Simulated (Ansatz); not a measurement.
Runs of Ansatz 0.2.0 on CdS (Hawleyite). Symmetry: F-43m, No. 216, cubic system. The conventional cell has a = 5.833 Å, b = 5.833 Å, c = 5.833 Å, α = 90.00°, β = 90.00°, γ = 90.00°. Cd (site symmetry -43m) has 4 S at 2.53 Å as nearest neighbours. S (site symmetry -43m) is surrounded by 4 Cd at 2.53 Å. 

| share of exact exchange | gap on the mesh (eV) | pressure (GPa) |
| --- | --- | --- |
| 0.1 | 1.55 | 2.5 |
| 0.25 | (a) | 1.8 |
| 0.3 | (b) | 1.6 |
| 0.05 | 1.34 | 2.8 |
| 0.2 | 1.98 | 2.1 |

Alike in all rows: task single point; level HSE06 form with a typed share of exact exchange; potentials or basis Ansatz PAW; no spin polarisation; cell as given; k mesh 4 × 4 × 4; cutoff (eV) 420; smearing fermi-dirac 0.05 eV; the mesh is coarse, so values aren't converged.

Problem. Estimate the missing entries.

Solution. (a) 2.20; (b) 2.42.

Caveats: all runs use coarse meshes; the PAW data sets come from PBE, with cores solved anew for the run's functional, which leaves a small shift of forces and pressure; the thresholds are loose for stress.

A k mesh can miss the band edges, and the runs leave out spin-orbit coupling on Cd.
